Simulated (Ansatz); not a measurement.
**Phases of Ga at 160 GPa**

Structure types of Ga are relaxed in primitive cells with their symmetry kept at 160 GPa, first on PAW files, then by LAPW. The enthalpy is E + pV at zero temperature, without zero-point motion. Only the types listed were tried, and differences under about 5 meV/atom are mesh noise. Not among the end structures: fcc, which may lie lower.

Computed with Ansatz 0.2.0; functional PBE, scalar-relativistic. Settings: Fermi–Dirac smearing of 0.1 eV, no spin polarisation. Methods: LAPW: all electrons, basis error target 0.5 meV/atom; PAW: frozen-core files, cutoff 420 eV.

k meshes: bcc 20×20×20, hcp 18×18×10, sc 17×17×17, omega 10×10×13, diamond 14×14×14.

Question: Which type is lowest in enthalpy, and by how much?

Answer: hcp, 97 meV/atom below bcc. The whole table:

```csv
start type,ends as,"a, b, c (Å)",V (Å³/atom),"H − H(lowest), LAPW (meV/atom)","same, PAW"
bcc,"bcc, Im-3m","2.702, 2.702, 2.702",9.86,97.3,97.3
hcp,"hcp, P6_3/mmc","2.389, 2.389, 3.965",9.80,0.0,0.0
sc,"sc, Pm-3m","2.175, 2.175, 2.175",10.29,670.2,670.3
omega,"omega, P6/mmm","3.856, 3.856, 2.303",9.89,133.4,133.4
diamond,"diamond, Fd-3m","4.562, 4.562, 4.562",11.87,3233.9,3236.7
```

Question: Split the lead of hcp over bcc into energy and pV.

Answer: For bcc less hcp: ΔE = +36.6 meV/atom, and p·ΔV = 160 GPa × +0.0608 Å³ × 6.242 meV/(GPa·Å³) = +60.7 meV/atom, together 97.3 meV/atom. hcp wins on both counts.
